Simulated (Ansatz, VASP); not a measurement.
**Pt: VASP beside Ansatz**

Contents of INCAR:

```
SYSTEM = Pt
  PREC = Accurate
  ENCUT = 520
  EDIFF = 1E-7
  ISMEAR = -1
  SIGMA = 0.08
  LREAL = .FALSE.
  LASPH = .TRUE.
  NELM = 60
  ALGO = Normal
  ISIF = 2
  LWAVE = .FALSE.
  LCHARG = .TRUE.
  GGA = PS
  LELF = .TRUE.
  LVHAR = .TRUE.
  NBANDS = 11
```

The input KPOINTS:

```
Automatic mesh
0
G
  18 18 18
  0 0 0
```

The input POSCAR:

```
Pt
1.0
    0.0000000000      1.7232873852      1.7232873852
    1.7232873852      0.0000000000      1.7232873852
    1.7232873852      1.7232873852      0.0000000000
Pt
1
Direct
    0.0000000000      0.0000000000      0.0000000000
```

Input for Ansatz:

```yaml
crystal:
  lattice:
    - [0.0, 1.7232873852, 1.7232873852]
    - [1.7232873852, 0.0, 1.7232873852]
    - [1.7232873852, 1.7232873852, 0.0]
  atoms:
    - { symbol: Pt, position: [0.0, 0.0, 0.0] }
kpoints:
  mp_grid: { grid: [18, 18, 18] }
scf:
  occupations: { method: fermi_dirac, width: 0.08 }
hamiltonian:
  xc: pbesol
  pseudopotentials: { kind: all_electron, lapw: { basis_error: 0.001 } }
output:
  forces: true
  stress: true
  eigenvalues: true
  populations: true
```

Change from the starting cell: volume scaled by 0.68, LAPW.

Alike in both runs: task single point; functional PBEsol; k mesh 18 × 18 × 18; occupations fermi-dirac, width 0.08 eV; no spin polarisation.

|  | VASP | Ansatz |
| --- | --- | --- |
| version | VASP 6.6.1 | Ansatz 0.2.0 |
| potentials or method | VASP PAW PBE potentials, release 64 (Pt) | all-electron LAPW, scalar-relativistic |
| plane-wave cutoff (eV) | 520 | see its input |

```csv
,VASP,Ansatz,Ansatz less VASP
pressure (GPa),302.9,298.8,-4.13
```

Ansatz ran all-electron here, so the differences hold the error of VASP's frozen core and of both bases.

Caveats: the cell as given lies far from equilibrium; so large a pressure means that the cell lies far from this level's equilibrium, or that cutoff or potentials fall short (VASP); the potentials were made for another functional, which shifts forces and pressure (VASP). The runs have no spin-orbit coupling, so splittings on Pt are missing.
